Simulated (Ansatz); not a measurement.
## Ta2N (P-3m1), an elastic constant from a strain scan

Level of theory: DFT PBEsol, scalar-relativistic, plane waves, PAW (Ansatz 0.2.0). Settings: plane waves to 420 eV, k-mesh 18×18×10 (Γ-centred), Gaussian smearing 0.15 eV. Spin–orbit coupling is left out, which can shift energies with elements as heavy as these. No spin polarisation. Energies are free energies at this smearing, counted from the undisturbed cell; pressure is positive in compression.

Zero of the scan (relaxed at this level; it needn't be the usual structure):

```yaml
crystal:
  lattice:
    - [3.07862, 0.00000, 0.00000]
    - [-1.53931, 2.66616, 0.00000]
    - [0.00000, 0.00000, 4.82326]
  atoms:
    - { symbol: Ta, position: [0.66667, 0.33333, 0.74626] }
    - { symbol: Ta, position: [0.33333, 0.66667, 0.25374] }
    - { symbol: N, position: [0.00000, 0.00000, 0.00000] }
```

The cell is strained by ε times the Voigt pattern (0, 0, 0, 1, 0, 0) (xx, yy, zz, yz, xz, xy; engineering shear) with fractional coordinates fixed. The cell holds 3 atoms in V0 = 39.59 Å³. The stress column is τ = (1/V0) dE/dε, got from the stress tensor σ (compression positive) at each point as −det(1 + εP) σ : P(1 + εP)⁻¹, with P the pattern as a tensor.

| ε | ΔE (meV/atom) | τ (GPa) |
| --- | --- | --- |
| -0.0400 | 11.270 | -6.979 |
| -0.0200 | 2.762 | -3.385 |
| 0.0000 | 0.000 | 0.000 |
| 0.0100 | 0.673 | 1.629 |
| 0.0300 | 5.987 | 4.807 |
| 0.0400 | ? | ? |

Q: Which combination of elastic constants does this scan measure, and how large is it?

A: For small ε, τ = τ0 + Kε with K = pᵀCp, which for this pattern is C44 in the Cartesian frame shown. The parabola through τ at ε = -0.0200, 0 and 0.0100 has slope K = 165 GPa at zero. The energies per cell, E = NΔE, of the same two points give K = 2[E(ε₊)/ε₊ − E(ε₋)/ε₋]/[(ε₊ − ε₋)V0] = 166 GPa, in agreement. These are clamped-ion values.

Q: Predict the withheld row at ε = 0.0400 from the harmonic law, and compare.

A: ΔE = V0(τ0 ε + Kε²/2)/N = 10.874 meV/atom and τ = 6.60 GPa. The calculation gives 10.591 meV/atom and 6.37 GPa, a miss of 2.6 % of the harmonic energy, so the harmonic law still holds here.

Forces appear on the atoms along this scan, and letting them relax would lower the energy and soften the response. In a metal these slopes depend on the k mesh and the smearing.